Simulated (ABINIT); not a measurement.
The system is BN.

```
N B
1.0
     0.00000    3.49532    2.16609
     1.25163    0.00000    2.16609
     1.25163    3.49532    0.00000
N B
1 1
Cartesian
  1.2516 3.4953 2.8881
  1.2516 3.4953 0.0002
```

Measurements of this composition are mostly on another form, of space group No. 194.

Base run:

| Property | Result |
| --- | --- |
| Program | ABINIT 10.8.3 (patched build) |
| Functional | PBEsol |
| Potentials or basis | JTH PAW PBE v2.0 |
| Cutoff | 707 eV |
| k mesh | 13 × 13 × 13 |
| Occupations | fermi-dirac, width 0.05 eV |
| Spin | no spin polarisation |

Its results: band gap on the k mesh 3.79 eV, indirect (least direct gap 4.58 eV); pressure 1.0 GPa; largest force 0.011 eV/Å.

The run is repeated on the same cell with these changes: functional from PBEsol to r2SCAN; cutoff from 707 eV to 844 eV; fine-grid cutoff from 1306.15 eV to 1442.2 eV. What comes out?

Band gap on the k mesh 4.37 eV, indirect (least direct gap 5.31 eV); pressure 2.9 GPa; largest force 0.009 eV/Å.

Caveats: the PAW data sets were made with another functional, which shifts forces and pressure a little; the mesh misses the band edges, which the band path finds closer together; the atomic spheres overlap.
